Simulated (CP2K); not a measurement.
Crystal: Ta.

```xyz
1
Lattice="2.8783 0.0000 0.0000 -1.0858 2.6628 0.0000 -0.9539 -1.3406 2.3480" Properties=species:S:1:pos:R:3 pbc="T T T"
Ta    0.0000    0.0000    0.0000
```

Base run:

* Program: CP2K 2026.2
* Functional: PBE
* Potentials or basis: POTENTIAL_UZH Ta GTH-SCAN-q13; DZVP-MOLOPT-SR-GTH basis
* Density cutoff: 6123 eV
* k mesh: 11 × 11 × 11
* Occupations: fermi-dirac, width 0.05 eV
* Spin: no spin polarisation

Its results: band gap on the k mesh none (metal or under the smearing width); pressure -3.5 GPa.

Task: The run is repeated on the same cell with these changes: potentials or basis from POTENTIAL_UZH Ta GTH-SCAN-q13; DZVP-MOLOPT-SR-GTH basis to GTH_POTENTIALS Ta GTH-PBE-q13; DZVP-MOLOPT-SR-GTH basis; potentials from Ta GTH-SCAN-q13 of POTENTIAL_UZH to Ta GTH-PBE-q13 of GTH_POTENTIALS. What comes out?

Result: Band gap on the k mesh none (metal or under the smearing width); pressure 1.8 GPa.

Caveats: the basis of atomic orbitals isn't converged, which shifts pressures, moduli and gaps; the potentials were made for another functional, which shifts forces and pressure (some runs).
